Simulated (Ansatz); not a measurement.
**Structures of TaN: which is lowest?**

Plane-wave DFT in Ansatz with scalar-relativistic PAW potentials, cutoff 420 eV, Γ-centred meshes chosen by cell and gap, Gaussian smearing with energies taken to zero width. Every cell was relaxed (cell and atoms) in a run of its own, within the symmetry of its start. Functional: PBE+D3(BJ).

Relaxed structures (starts from databases or built by putting these elements on another compound's sites):
A. P6_3mc, 4 atoms in the computed cell, a = 3.123 Å, c = 6.093 Å; sites (symmetry × multiplicity) Ta 3m. × 2, N 3m. × 2; start: database
B. P-6m2, 2 atoms in the computed cell, a = 2.929 Å, c = 2.881 Å; sites (symmetry × multiplicity) Ta -6m2 × 1, N -6m2 × 1; start: database
C. Fm-3m, 2 atoms in the computed cell, a = 4.385 Å; sites (symmetry × multiplicity) Ta m-3m × 4, N m-3m × 4; start: database
D. P-62m, 6 atoms in the computed cell, a = 5.188 Å, c = 2.905 Å; sites (symmetry × multiplicity) Ta -6.. × 2 + -62m × 1, N m2m × 3; start: database

Task: Rank them by energy. Could pressure change the order?

Result:
| structure | group | E − E(lowest) (meV/atom) | V (Å³/atom) | gap on mesh (eV) |
| --- | --- | --- | --- | --- |
| D | P-62m | 0.0 | 11.29 | 0.00 |
| B | P-6m2 | 5.8 | 10.70 | 0.00 |
| C | Fm-3m | 306 | 10.54 | 0.00 |
| A | P6_3mc | 461 | 12.87 | 0.00 |

D is lowest, 6 meV/atom under B. B is denser by 0.59 Å³/atom, so pressure favours it: ΔE/ΔV, with ΔE in eV and 1 eV/Å³ = 160.2 GPa, gives about 1.6 GPa for equal enthalpy if both cells were rigid, a rough figure since the two compress differently. Other structures may lie lower than all of these, and vibrations aren't counted.

Spin-orbit coupling is left out, which matters for the bands of heavy elements.